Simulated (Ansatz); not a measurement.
# Relaxing Li2O in the fluorite type

First guess:

```xyz
3
Lattice="0.0000 2.5553 2.5553 2.5553 0.0000 2.5553 2.5553 2.5553 0.0000" Properties=species:S:1:pos:R:3 pbc="T T T"
O     0.0000    0.0000    0.0000
Li    1.2777    1.2777    1.2777
Li    3.8330    3.8330    3.8330
```

Computed with Ansatz 0.2.0, DFT, PBE, PAW with Ansatz's default frozen-core files, scalar-relativistic.

Cell and atoms relax within the symmetry of the start on a 12×12×12 k mesh with 0.03 eV Fermi–Dirac smearing.

The start is built from a prototype, known or not as a phase of this compound; the cutoff is 420 eV.

Problem. What is the pressure of the first guess?

Solution. -13.34 GPa.

Problem. What does it relax to?

Solution. a = 4.626 Å, b = 4.626 Å, c = 4.626 Å, α = 90.00°, β = 90.00°, γ = 90.00° (conventional cell), 8.25 Å³ per atom:
```xyz
3
Lattice="0.0000 2.3132 2.3132 2.3132 0.0000 2.3132 2.3132 2.3132 0.0000" Properties=species:S:1:pos:R:3 pbc="T T T"
O     0.0000    0.0000    0.0000
Li    1.1566    1.1566    1.1566
Li    3.4697    3.4697    3.4697
```

Problem. How much energy does the relaxation release?

Solution. 152 meV/atom.
